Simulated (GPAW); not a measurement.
## Cu3Au (Auricupride): relaxation of cell and atoms with revPBE+D3(BJ)

The system is Cu3Au (Auricupride).

```
Au Cu
1.0
     3.74000    0.00000    0.00000
     0.00000    3.74000    0.00000
     0.00000    0.00000    3.74000
Au Cu
1 3
Direct
  0.00000 0.00000 0.00000
  0.50000 0.50000 0.00000
  0.50000 0.00000 0.50000
  0.00000 0.50000 0.50000
```

```yaml
Program: GPAW 26.7.0
Task: relaxation of cell and atoms
Functional: revPBE
Dispersion: D3(BJ)
Potentials_or_basis: the program's PAW data sets (release 1.2.1) made for this functional
Cutoff: 600 eV
Basis: pw
k_mesh: 7 × 7 × 7
Occupations: fermi-dirac, width 0.05 eV
Spin: no spin polarisation
Maxiter: 150
Optimizer: BFGS
Fmax: 0.02 eV/Å
Max_steps: 40
Convergence: density=1e-05 forces=0.0001
```

* Relaxed volume: 12.71 Å³/atom
* Relaxed cell: a = 3.704 Å, b = 3.704 Å, c = 3.704 Å, α = 90.00°, β = 90.00°, γ = 90.00°
* Space group after relaxing (to 0.05 Å): Pm-3m (No. 221)
* Energy gained by relaxing: 4.6 meV/atom
* Ionic steps: 3
* Pressure after relaxing: 0.2 GPa
* Band gap on the k mesh: none (metal or under the smearing width)
* Dispersion energy per atom: -1.189 eV

The path:
```csv
step,energy change (eV),largest force (eV/Å),pressure (GPa),volume (Å³)
1,0.0000,0.0000,-4.49,52.31
2,-0.0051,0.0000,-3.89,52.11
3,-0.0185,0.0000,0.18,50.82
```

Final structure:
```
Au Cu
1.0
     3.70414    0.00000    0.00000
     0.00000    3.70414    0.00000
     0.00000    0.00000    3.70414
Au Cu
1 3
Direct
  0.00000 0.00000 0.00000
  0.50000 0.50000 0.00000
  0.50000 0.00000 0.50000
  0.00000 0.50000 0.50000
```

Levels at points of the mesh, in eV from the Fermi level:
```tsv
k point	band 20	band 21	band 22	band 23	band 24	band 25
(0.00, 0.00, 0.00)	-1.36	-1.36	1.27	1.27	1.27	6.32
```

Run time: 83 s on 1 thread of Arm Neoverse V2, on a shared host, peak memory 0.25 GiB.

Caveat: with these Cu and Au data sets, volumes or pressures lay over 1.5 % or 2 GPa off other programs in two to four cells of ten; later steps reuse the first step's grids; pairwise dispersion overbinds metals, which lowers pressure and volume. Spin-orbit coupling is left out, which matters for the levels of Au.
